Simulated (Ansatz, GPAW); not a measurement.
**Geometry or basis: what sets the conductance of 1,4-diisocyanobenzene between two Ir chains**

Wanted: T(E) of 1,4-diisocyanobenzene between two Ir chains at a relaxed geometry in two programs, beside the unrelaxed structure.

Main program and level: GPAW 26.7.0 and Ansatz 0.2.0; Ansatz plane waves; relaxation of the junction with the lead ends held; PAW set soft_1, in the first sound run; inputs show where later runs differ.

## Step 1: The structure

The cell holds 30 atoms: 16 Ir, 8 C, 2 N and 4 H. Its edges and angles: a = 10.816 Å, b = 9.000 Å, c = 46.596 Å, α = 90.0°, β = 90.0°, γ = 90.0°. Regions: left lead, 8 atoms (8 Ir); channel, 14 atoms (8 C, 2 N and 4 H); right lead, 8 atoms (8 Ir). Vacuum lies along a and b. The structure is stacked along c, and the current runs across the ab planes.

## Step 2: Relaxation

Transmission follows bond lengths closely, so the atoms between the held lead ends are relaxed first, from a slightly shaken start that lets symmetry break.

File input.yaml:

```yaml
crystal:
  lattice:
    - [10.8160169925, 0.0, 0.0]
    - [0.0, 9.0, 0.0]
    - [0.0, 0.0, 46.5957231111]
  atoms:
    - { symbol: Ir, position: [0.5, 0.5, 0.0246803767] }
    - { symbol: Ir, position: [0.5, 0.5, 0.0740411302] }
    - { symbol: Ir, position: [0.5, 0.5, 0.1234018836] }
    - { symbol: Ir, position: [0.5, 0.5, 0.1727626371] }
    - { symbol: Ir, position: [0.5, 0.5, 0.2221233905] }
    - { symbol: Ir, position: [0.5, 0.5, 0.2714841439] }
    - { symbol: Ir, position: [0.5043675259, 0.5024776113, 0.3202204481] }
    - { symbol: Ir, position: [0.4994119708, 0.4990442336, 0.371726661] }
    - { symbol: C, position: [0.4973838282, 0.5045858729, 0.4155680845] }
    - { symbol: "N", position: [0.5028343004, 0.4999905546, 0.4408895155] }
    - { symbol: C, position: [0.501362463, 0.500365124, 0.4708499515] }
    - { symbol: H, position: [0.7004894602, 0.5041101128, 0.4744138012] }
    - { symbol: H, position: [0.3002357777, 0.4993751971, 0.4735145294] }
    - { symbol: C, position: [0.6081685685, 0.5010272812, 0.4846924716] }
    - { symbol: C, position: [0.3849519435, 0.4947374025, 0.4848854191] }
    - { symbol: C, position: [0.6141802342, 0.4982383259, 0.5143842299] }
    - { symbol: C, position: [0.3856742666, 0.4994953811, 0.5142239396] }
    - { symbol: H, position: [0.6980381497, 0.4964146445, 0.5266687534] }
    - { symbol: H, position: [0.3053199248, 0.5005518968, 0.5280324264] }
    - { symbol: C, position: [0.4980778277, 0.4962125641, 0.5293865516] }
    - { symbol: "N", position: [0.5002367554, 0.5012468417, 0.5596122479] }
    - { symbol: C, position: [0.4991237679, 0.5029526468, 0.5844537532] }
    - { symbol: Ir, position: [0.5019418214, 0.5014954649, 0.6299564116] }
    - { symbol: Ir, position: [0.5006132627, 0.4975907904, 0.6795034354] }
    - { symbol: Ir, position: [0.5, 0.5, 0.7285158561] }
    - { symbol: Ir, position: [0.5, 0.5, 0.7778766095] }
    - { symbol: Ir, position: [0.5, 0.5, 0.8272373629] }
    - { symbol: Ir, position: [0.5, 0.5, 0.8765981164] }
    - { symbol: Ir, position: [0.5, 0.5, 0.9259588698] }
    - { symbol: Ir, position: [0.5, 0.5, 0.9753196233] }
kpoints:
  mp_grid: { grid: [1, 1, 2] }
hamiltonian:
  xc: pbe
  pseudopotentials: { kind: paw, azcp: { folder: soft_1 } }
scf:
  occupations: { method: fermi_dirac, width: 0.1 }
relax:
  f_tol: 0.03
  max_steps: 80
  constraints: [{ sites: [0, 1, 2, 3, 4, 5, 24, 25, 26, 27, 28, 29] }]
```

Run with:

```
> ansatz run input.yaml --threads 4 --pin off --max-ram 8192MiB --backend cpu --events-out ev --progress --plain --runs-dir out
```

Numbers of over 12 decimals in the logs are rounded to 6 here.

Log:

```text
Engine: ansatz 0.2.0, aarch64-unknown-linux-gnu
Pseudopotentials: kind: paw
Pseudopotential: Ir, paw, valence charge 17, recommended cutoff 420 eV (normal), soft_1/Ir.paw.azcp
Pseudopotential: C, paw, valence charge 4, recommended cutoff 420 eV (normal), soft_1/C.paw.azcp
Pseudopotential: N, paw, valence charge 5, recommended cutoff 420 eV (normal), soft_1/N.paw.azcp
Pseudopotential: H, paw, valence charge 1, recommended cutoff 420 eV (normal), soft_1/H.paw.azcp
Functional definition: PBE
  parameter kappa = 0.804
  parameter beta = 0.066725
  exchange = pbe_x(kappa = kappa, mu = beta*pi^2/3)
  correlation = pbe_c(beta = beta)
Crystal: 30 atoms, lattice volume = 4535.821 Å³
Basis set: ecut = 420 eV, 88513 PW (Γ), exchange–correlation on 150×128×640 points (8 copies of the dense FFT grid, shifted against one another)
Bands: 191, of which v1, the nominal top of the filled ones, is band 159 counted from 1 (158 counted from 0)
Symmetry: 1 space group operations
Space group: P1 (ITA 1), of the structure as read, at distance tolerance 1.7e-4 Å
k-points: 2
Non-local potential: Ir, projectors of the file, l = 0: 3, l = 1: 2, l = 2: 2, l = 3: 1
Non-local potential: C, projectors of the file, l = 0: 2, l = 1: 2, l = 2: 1
Non-local potential: N, projectors of the file, l = 0: 2, l = 1: 2, l = 2: 1
Non-local potential: H, projectors of the file, l = 0: 2, l = 1: 1
PAW form: soft (Blöchl's): semilocal exchange-correlation on the pseudo side does not see the compensation charge
PAW one-centre angular grid: Ir, 590 points (default); XC on 64 Gauss nodes
PAW one-centre angular grid: C, 110 points (default); XC on 64 Gauss nodes
PAW one-centre angular grid: N, 110 points (default); XC on 64 Gauss nodes
PAW one-centre angular grid: H, 110 points (default); XC on 64 Gauss nodes
Initial density: superposition of atomic densities (neutral atoms: chi_scale 0, normalization atom)
Initial wavefunctions: pseudopotential atomic-orbital guess
Functional: x = pbe(κ = 0.804, μ = 0.219515), c = pbe(β = 0.066725)
SCF iter   1: F=—  HF=-193774.817809 eV  |F-HF|=—  |Δ(HF+E_count)|=         —  Δρ=2.79e-2  dr2=3.20e1  ethr=3.10e-3  ⟨swp⟩=7.0  Hψ=1497  notcnv=0
preconditioner: auto → LDOS  [metal: Δε(μ)=0.167 eV  Ē_g=5.052 eV  σ=0.100 eV  W_gap=0.37  n_scr=406 (ndim 8)  ℏωp=7.4 eV  f_vac=0.774  D(μ)=50.29/eV (n_scr^D=224)  β→1.0]
SCF iter   2: F=—  HF=-193767.663369 eV  |F-HF|=—  |Δ(HF+E_count)|=    7.15e0  Δρ=1.64e-2  dr2=1.55e1  ethr=3.10e-3  ⟨swp⟩=8.0  Hψ=968  notcnv=0  defer=7
SCF iter   3: F=—  HF=-193764.001831 eV  |F-HF|=—  |Δ(HF+E_count)|=    3.66e0  Δρ=4.41e-3  dr2=1.48e0  ethr=3.10e-3  ⟨swp⟩=6.0  Hψ=1394  notcnv=0  defer=2
SCF iter   4: F=—  HF=-193763.704596 eV  |F-HF|=—  |Δ(HF+E_count)|=   2.97e-1  Δρ=1.36e-3  dr2=1.69e-1  ethr=4.64e-4  ⟨swp⟩=3.5  Hψ=711  notcnv=0  defer=2
SCF iter   5: F=—  HF=-193763.697787 eV  |F-HF|=—  |Δ(HF+E_count)|=   6.81e-3  Δρ=6.48e-4  dr2=4.26e-2  ethr=5.30e-5  ⟨swp⟩=2.0  Hψ=566  notcnv=0  defer=2
SCF iter   6: F=—  HF=-193763.697280 eV  |F-HF|=—  |Δ(HF+E_count)|=   5.07e-4  Δρ=3.09e-4  dr2=8.24e-3  ethr=1.34e-5  ⟨swp⟩=2.0  Hψ=558  notcnv=0  defer=2
SCF iter   7: F=—  HF=-193763.696746 eV  |F-HF|=—  |Δ(HF+E_count)|=   5.34e-4  Δρ=1.34e-4  dr2=1.85e-3  ethr=2.59e-6  ⟨swp⟩=2.0  Hψ=462  notcnv=0  defer=2
SCF iter   8: F=—  HF=-193763.696751 eV  |F-HF|=—  |Δ(HF+E_count)|=   4.82e-6  Δρ=7.57e-5  dr2=6.03e-4  ethr=5.83e-7  ⟨swp⟩=2.0  Hψ=454  notcnv=0  defer=2
SCF iter   9: F=—  HF=-193763.696748 eV  |F-HF|=—  |Δ(HF+E_count)|=   2.40e-6  Δρ=4.12e-5  dr2=1.56e-4  ethr=1.90e-7  ⟨swp⟩=2.0  Hψ=382  notcnv=0  defer=2
SCF iter  10: F=—  HF=-193763.696752 eV  |F-HF|=—  |Δ(HF+E_count)|=   4.17e-6  Δρ=2.24e-5  dr2=4.27e-5  ethr=4.92e-8  ⟨swp⟩=2.0  Hψ=514  notcnv=0  defer=2
SCF iter  11: F=-193763.696747 eV  HF=-193763.696752 eV  |F-HF|=5.74e-6  |Δ(HF+E_count)|=   1.16e-8  Δρ=8.64e-6  dr2=8.27e-6  ethr=7.08e-9  ⟨swp⟩=4.0  Hψ=1133  notcnv=0
SCF 1 converged in 11 iterations: F = -193763.696747 eV  dr2 = 8.27e-6
  greatest PAW one-centre occupation: 1.000 electrons in one spin orbital (limit 2), on the Ir atom at site 23 (counted from 0), in its partial waves of l = 0
relax step   1: F+E_penalty+E_count = -193763.69674664 eV  Δ(F+E_penalty+E_count) = +0.000e0 eV  max|allowed force component| = 4.530e0 eV/Å  Δτ_max = 0.0000 Å  (11 SCF iters, dr2 threshold 2.25e-5 eV, accepted)
Initial density: handed on by an earlier stage of this run
Initial wavefunctions: those handed on with the density
iter 1 solved again at ethr=3.24e-4 eV; its pass at ethr=3.10e-3 eV (dr2=1.03e0 eV) is discarded
SCF iter   1: F=—  HF=-193764.273836 eV  |F-HF|=—  |Δ(HF+E_count)|=         —  Δρ=3.57e-3  dr2=1.03e0  ethr=3.24e-4  ⟨swp⟩=1.0  Hψ=1538  notcnv=0  defer=5
preconditioner: auto → LDOS  [metal: Δε(μ)=0.061 eV  Ē_g=4.895 eV  σ=0.100 eV  W_gap=0.15  n_scr=406 (ndim 8)  ℏωp=7.5 eV  f_vac=0.792  D(μ)=57.99/eV (n_scr^D=286)  β→1.0]
SCF iter   2: F=—  HF=-193764.244880 eV  |F-HF|=—  |Δ(HF+E_count)|=   2.90e-2  Δρ=1.94e-3  dr2=2.44e-1  ethr=3.24e-4  ⟨swp⟩=2.0  Hψ=626  notcnv=0  defer=5
SCF iter   3: F=—  HF=-193764.194660 eV  |F-HF|=—  |Δ(HF+E_count)|=   5.02e-2  Δρ=6.64e-4  dr2=3.80e-2  ethr=7.67e-5  ⟨swp⟩=3.0  Hψ=756  notcnv=0  defer=6
SCF iter   4: F=—  HF=-193764.186936 eV  |F-HF|=—  |Δ(HF+E_count)|=   7.72e-3  Δρ=1.55e-4  dr2=3.01e-3  ethr=1.20e-5  ⟨swp⟩=2.0  Hψ=538  notcnv=0  defer=6
SCF iter   5: F=—  HF=-193764.186750 eV  |F-HF|=—  |Δ(HF+E_count)|=   1.86e-4  Δρ=6.82e-5  dr2=5.92e-4  ethr=9.46e-7  ⟨swp⟩=2.0  Hψ=458  notcnv=0  defer=6
SCF iter   6: F=—  HF=-193764.186789 eV  |F-HF|=—  |Δ(HF+E_count)|=   3.91e-5  Δρ=4.36e-5  dr2=2.53e-4  ethr=1.86e-7  ⟨swp⟩=2.0  Hψ=459  notcnv=0  defer=6
SCF iter   7: F=-193764.186755 eV  HF=-193764.186796 eV  |F-HF|=4.09e-5  |Δ(HF+E_count)|=   7.40e-6  Δρ=2.21e-5  dr2=4.94e-5  ethr=3.14e-8  ⟨swp⟩=3.0  Hψ=1268  notcnv=0
SCF 2 converged in 7 iterations: F = -193764.186755 eV  dr2 = 4.94e-5
relax step   2: F+E_penalty+E_count = -193764.18675535 eV  Δ(F+E_penalty+E_count) = -4.900e-1 eV  max|allowed force component| = 1.745e0 eV/Å  Δτ_max = 0.0893 Å  (7 SCF iters, dr2 threshold 1.00e-4 eV, accepted)
iter 1 solved again at ethr=7.38e-4 eV; its pass at ethr=3.10e-3 eV (dr2=2.35e0 eV) is discarded
SCF iter   1: F=—  HF=-193764.456138 eV  |F-HF|=—  |Δ(HF+E_count)|=         —  Δρ=3.25e-3  dr2=2.77e0  ethr=7.38e-4  ⟨swp⟩=1.5  Hψ=1238  notcnv=0  defer=5
[...]
relax step  13: F+E_penalty+E_count = -193764.97048623 eV  Δ(F+E_penalty+E_count) = -8.636e-4 eV  max|allowed force component| = 6.194e-3 eV/Å  Δτ_max = 0.0533 Å  (8 SCF iters, accepted)
relax step  14: F+E_penalty+E_count = -193764.96972779 eV  Δ(F+E_penalty+E_count) = +7.584e-4 eV  max|allowed force component| = 1.124e-1 eV/Å  Δτ_max = 0.1011 Å  (9 SCF iters, rejected (line search))
relax step  15: F+E_penalty+E_count = -193764.97073594 eV  Δ(F+E_penalty+E_count) = -2.497e-4 eV  max|allowed force component| = 1.163e-2 eV/Å  Δτ_max = 0.0333 Å  (9 SCF iters, accepted)
relax step  16: F+E_penalty+E_count = -193764.97042406 eV  Δ(F+E_penalty+E_count) = +3.119e-4 eV  max|allowed force component| = 8.904e-2 eV/Å  Δτ_max = 0.0977 Å  (9 SCF iters, rejected (line search))
relax step  17: F+E_penalty+E_count = -193764.97096188 eV  Δ(F+E_penalty+E_count) = -2.259e-4 eV  max|allowed force component| = 1.425e-2 eV/Å  Δτ_max = 0.0364 Å  (9 SCF iters, accepted)
SCF iter   1: F=—  HF=-193764.973650 eV  |F-HF|=—  |Δ(HF+E_count)|=         —  Δρ=7.08e-4  dr2=1.07e-2  ethr=5.34e-5  ⟨swp⟩=3.0  Hψ=718  notcnv=0  defer=7
preconditioner: auto → LDOS  [metal: Δε(μ)=0.055 eV  Ē_g=4.818 eV  σ=0.100 eV  W_gap=0.14  n_scr=406 (ndim 8)  ℏωp=7.5 eV  f_vac=0.791  D(μ)=55.38/eV (n_scr^D=246)  β→1.0]
SCF iter   2: F=—  HF=-193764.973285 eV  |F-HF|=—  |Δ(HF+E_count)|=   3.65e-4  Δρ=3.99e-4  dr2=7.14e-3  ethr=3.36e-6  ⟨swp⟩=3.0  Hψ=803  notcnv=0  defer=7
SCF iter   3: F=—  HF=-193764.971354 eV  |F-HF|=—  |Δ(HF+E_count)|=   1.93e-3  Δρ=1.27e-4  dr2=4.79e-4  ethr=2.25e-6  ⟨swp⟩=3.0  Hψ=669  notcnv=0  defer=7
SCF iter   4: F=—  HF=-193764.971315 eV  |F-HF|=—  |Δ(HF+E_count)|=   3.94e-5  Δρ=3.15e-5  dr2=4.83e-5  ethr=1.51e-7  ⟨swp⟩=2.0  Hψ=660  notcnv=0  defer=7
SCF iter   5: F=—  HF=-193764.971136 eV  |F-HF|=—  |Δ(HF+E_count)|=   1.79e-4  Δρ=7.94e-6  dr2=3.47e-6  ethr=1.52e-8  ⟨swp⟩=2.0  Hψ=575  notcnv=0  defer=7
SCF iter   6: F=—  HF=-193764.971141 eV  |F-HF|=—  |Δ(HF+E_count)|=   4.71e-6  Δρ=4.26e-6  dr2=9.63e-7  ethr=1.09e-9  ⟨swp⟩=2.0  Hψ=682  notcnv=0  defer=7
SCF iter   7: F=—  HF=-193764.971142 eV  |F-HF|=—  |Δ(HF+E_count)|=   4.48e-7  Δρ=1.97e-6  dr2=1.76e-7  ethr=3.03e-10  ⟨swp⟩=2.5  Hψ=668  notcnv=0  defer=7
SCF iter   8: F=-193764.971142 eV  HF=-193764.971142 eV  |F-HF|=1.60e-9  |Δ(HF+E_count)|=   1.40e-8  Δρ=3.68e-7  dr2=9.07e-9  ethr=3.14e-11  ⟨swp⟩=4.0  Hψ=1194  notcnv=0
SCF 18 converged in 8 iterations: F = -193764.971142 eV  dr2 = 9.07e-9
relax step  18: F+E_penalty+E_count = -193764.97114158 eV  Δ(F+E_penalty+E_count) = -1.797e-4 eV  max|allowed force component| = 2.730e-2 eV/Å  Δτ_max = 0.0487 Å  (8 SCF iters, accepted)
NSCF: frozen V_eff on 2 k-points
the band table was solved once a step of the walk had ended and its energy, with any forces and stress, was formed, with the checks that follow a solve (1546 applications of the Hamiltonian). They found nothing against the state; the energy, forces and stress were not computed again (output.eigenvalues in the input reference)
SCF converged after 8 iterations
Free energy (F): -193764.971142 eV
Harris-Foulkes:  -193764.971142 eV  (|F-HF|=1.60e-9)
Internal energy: -193763.229671 eV  (E = F + TS)
E sigma→0 (E₀):  -193764.100406 eV
Entropy (-TS):   -1.741471 eV (-58.049 meV/atom)
Fermi energy:    -3.697981 eV
--- Per-component energies (eV) ---
  E_band       = -9411.371649
  E_kinetic    = 9591.904542
  E_local      = -100499.489553  (includes V_loc(G=0)·N_el)
  E_nonlocal   = 3343.177308
  E_hartree    = 43712.219195
  E_xc         = -4131.451059
  E_vxc        = -4649.555932  (∫ρ·V_xc dr)
  E_paw        = -149316.997106  (= ΣΔE_a)
  E_vpaw       = -4621.849005  (= ΣTr[D̂ρ^β])
  E_aug_tail   = 0.003508  (compensation charges beyond the density's cutoff)
  E_ewald      = 3537.403494
  E_smearing   = -1.741471  (= −TS)
  E_closure    = 0.000000  (closes the sum)
  Σ components = -193764.971142   (vs F -193764.971142, Δ=0.00e0)
--- Forces (eV/Å), atoms counted from 1 ---
  atom   1  Ir     0.03317392     0.00206187     0.09460314
  atom   2  Ir     0.01901934     0.00380174     0.08509688
  atom   3  Ir    -0.00742560    -0.00454529    -0.19945664
  atom   4  Ir    -0.02115748    -0.00074727     0.01220796
  atom   5  Ir     0.22518716     0.05750786     0.51558851
  atom   6  Ir    -0.25002258    -0.05428291     1.36788268
  atom   7  Ir    -0.02046438    -0.00738051     0.01401936
  atom   8  Ir     0.02729894     0.00833727     0.00062045
  atom   9  C     -0.01314393    -0.00402542    -0.01891868
  atom  10  N      0.00294695     0.00113293    -0.00047394
  atom  11  C     -0.00466947    -0.00106200    -0.00269437
  atom  12  H     -0.00350322     0.00006192    -0.00740571
  atom  13  H      0.00228458    -0.00047646    -0.00480569
  atom  14  C      0.00975640     0.00015861     0.01655568
  atom  15  C     -0.00241122    -0.00075126     0.00725628
  atom  16  C      0.00289567    -0.00004286    -0.00742780
  atom  17  C     -0.00423900    -0.00025263    -0.00691662
  atom  18  H     -0.00176443    -0.00010919     0.00517793
  atom  19  H      0.00191017    -0.00077780     0.00413823
  atom  20  C      0.00357276     0.00012780    -0.00072510
  atom  21  N     -0.00650525    -0.00086564    -0.00023065
  atom  22  C      0.00198571    -0.00002974    -0.01460863
  atom  23  Ir     0.00552600     0.00026257     0.00808738
  atom  24  Ir    -0.00400412    -0.00021176     0.00006539
  atom  25  Ir     0.25811072    -0.01066413    -1.36248639
  atom  26  Ir    -0.23149516     0.01651346    -0.51336413
  atom  27  Ir     0.02158401     0.00347595    -0.01038037
  atom  28  Ir     0.00783958    -0.00349388     0.19818933
  atom  29  Ir    -0.01910430     0.00058783    -0.08528410
  atom  30  Ir    -0.03311182    -0.00429693    -0.09431529
  max |Σ_I F_I| component: 7.00e-5 eV/Å
--- Band table (eV) ---
  k-point 0: bands = [... 155 lower, -3.7883, -3.7837, -3.7663, -3.7405, -3.7252, -3.6633, -3.6607, -3.6003, ... 28 higher]
  k-point 1: bands = [... 155 lower, -3.7872, -3.7715, -3.7588, -3.7426, -3.7178, -3.6624, -3.6607, -3.6541, ... 28 higher]
--- Relaxed structure (18 steps of the walk, 16 accepted, 0 SCFs on fresh bases) ---
  F+E_penalty+E_count = -193764.97114158 eV   max|allowed force component| = 2.730e-2 eV/Å
  atoms:
    - { symbol: Ir, position: [0.5, 0.5, 0.024680] }
    - { symbol: Ir, position: [0.5, 0.5, 0.074041] }
    - { symbol: Ir, position: [0.5, 0.5, 0.123402] }
    - { symbol: Ir, position: [0.5, 0.5, 0.172763] }
    - { symbol: Ir, position: [0.5, 0.5, 0.2221233905] }
    - { symbol: Ir, position: [0.5, 0.5, 0.2714841439] }
    - { symbol: Ir, position: [0.550488, 0.515555, 0.321597] }
    - { symbol: Ir, position: [0.469674, 0.493326, 0.369904] }
    - { symbol: C, position: [0.498070, 0.502343, 0.412036] }
    - { symbol: N, position: [0.502107, 0.503995, 0.438064] }
    - { symbol: C, position: [0.501057, 0.504279, 0.468375] }
    - { symbol: H, position: [0.700137, 0.508813, 0.474483] }
    - { symbol: H, position: [0.301407, 0.499900, 0.473412] }
    - { symbol: C, position: [0.610626, 0.506751, 0.485214] }
    - { symbol: C, position: [0.389780, 0.501796, 0.484642] }
    - { symbol: C, position: [0.609073, 0.506579, 0.515392] }
    - { symbol: C, position: [0.388225, 0.501611, 0.514819] }
    - { symbol: H, position: [0.697449, 0.508527, 0.526619] }
    - { symbol: H, position: [0.298742, 0.499605, 0.525563] }
    - { symbol: C, position: [0.497812, 0.503915, 0.531663] }
    - { symbol: N, position: [0.496830, 0.503506, 0.561972] }
    - { symbol: C, position: [0.500988, 0.502700, 0.588004] }
    - { symbol: Ir, position: [0.530182, 0.499738, 0.630090] }
    - { symbol: Ir, position: [0.448095, 0.504750, 0.678416] }
    - { symbol: Ir, position: [0.5, 0.5, 0.7285158561] }
    - { symbol: Ir, position: [0.5, 0.5, 0.777877] }
    - { symbol: Ir, position: [0.5, 0.5, 0.8272373629] }
    - { symbol: Ir, position: [0.5, 0.5, 0.8765981164] }
    - { symbol: Ir, position: [0.5, 0.5, 0.9259588698] }
    - { symbol: Ir, position: [0.5, 0.5, 0.9753196233] }
```

Run time: 12 min. Hardware: 4 threads of Arm Neoverse V1, shared host; peak memory 7 GiB.

Step by step:

```csv
step,energy less that of the first step (eV),largest force component (eV/Å)
1,0.0000,4.5295
2,-0.4900,1.7448
3,-0.6797,0.5776
4,-0.8539,0.5861
5,-0.9427,0.6059
6,-1.1232,0.5693
7,-1.2117,0.6516
8,-1.2656,0.1265
9,-1.2705,0.0439
10,-1.2718,0.0367
11,-1.2720,0.0646
12,-1.2729,0.0332
13,-1.2737,0.0062
14,-1.2730,0.1124
15,-1.2740,0.0116
16,-1.2737,0.0890
17,-1.2742,0.0143
18,-1.2744,0.0273
```

Relaxation steps 14, 16 were tried and not accepted.

The atoms that moved most (Å):

```
atom      dx      dy      dz  length
Ir24  -0.568   0.064  -0.051   0.574
 Ir7   0.499   0.118   0.064   0.517
 Ir8  -0.322  -0.051  -0.085   0.337
Ir23   0.305  -0.016   0.006   0.306
 C22   0.020  -0.002   0.165   0.167
  C9   0.007  -0.020  -0.165   0.166
 N10  -0.008   0.036  -0.132   0.137
 H19  -0.071  -0.009  -0.115   0.136
```

The relaxed structure:

```cif
data_structure
_symmetry_space_group_name_H-M 'P 1'
_symmetry_Int_Tables_number 1
_cell_length_a 10.8160
_cell_length_b 9.0000
_cell_length_c 46.5957
_cell_angle_alpha 90.000
_cell_angle_beta 90.000
_cell_angle_gamma 90.000
_cell_volume 4535.82
loop_
_atom_site_label
_atom_site_type_symbol
_atom_site_fract_x
_atom_site_fract_y
_atom_site_fract_z
_atom_site_occupancy
Ir1 Ir 0.50000 0.50000 0.02468 1
Ir2 Ir 0.50000 0.50000 0.07404 1
Ir3 Ir 0.50000 0.50000 0.12340 1
Ir4 Ir 0.50000 0.50000 0.17276 1
Ir5 Ir 0.50000 0.50000 0.22212 1
Ir6 Ir 0.50000 0.50000 0.27148 1
Ir7 Ir 0.55049 0.51555 0.32160 1
Ir8 Ir 0.46967 0.49333 0.36990 1
C9 C 0.49807 0.50234 0.41204 1
N10 N 0.50211 0.50400 0.43806 1
C11 C 0.50106 0.50428 0.46837 1
H12 H 0.70014 0.50881 0.47448 1
H13 H 0.30141 0.49990 0.47341 1
C14 C 0.61063 0.50675 0.48521 1
C15 C 0.38978 0.50180 0.48464 1
C16 C 0.60907 0.50658 0.51539 1
C17 C 0.38822 0.50161 0.51482 1
H18 H 0.69745 0.50853 0.52662 1
H19 H 0.29874 0.49961 0.52556 1
C20 C 0.49781 0.50391 0.53166 1
N21 N 0.49683 0.50351 0.56197 1
C22 C 0.50099 0.50270 0.58800 1
Ir23 Ir 0.53018 0.49974 0.63009 1
Ir24 Ir 0.44810 0.50475 0.67842 1
Ir25 Ir 0.50000 0.50000 0.72852 1
Ir26 Ir 0.50000 0.50000 0.77788 1
Ir27 Ir 0.50000 0.50000 0.82724 1
Ir28 Ir 0.50000 0.50000 0.87660 1
Ir29 Ir 0.50000 0.50000 0.92596 1
Ir30 Ir 0.50000 0.50000 0.97532 1
```

This step gave:

```yaml
free_energy: -193764.9711 eV
smearing_term_ts: 1.741 eV
symmetry_operations: 1
```

The relaxation lowered the energy of the cell by 1.27 eV.

[end of part 1 of 4]

[Logs are printed without paths, hosts, clocks, repeated set-up lines and the standing remarks that a program may print on its own settings, such as how far it seeks lower states.]

[Hosts, paths, dates, database ids (printed as entryN), source tags and the programs' standing remarks are cut or masked in the printed files.]
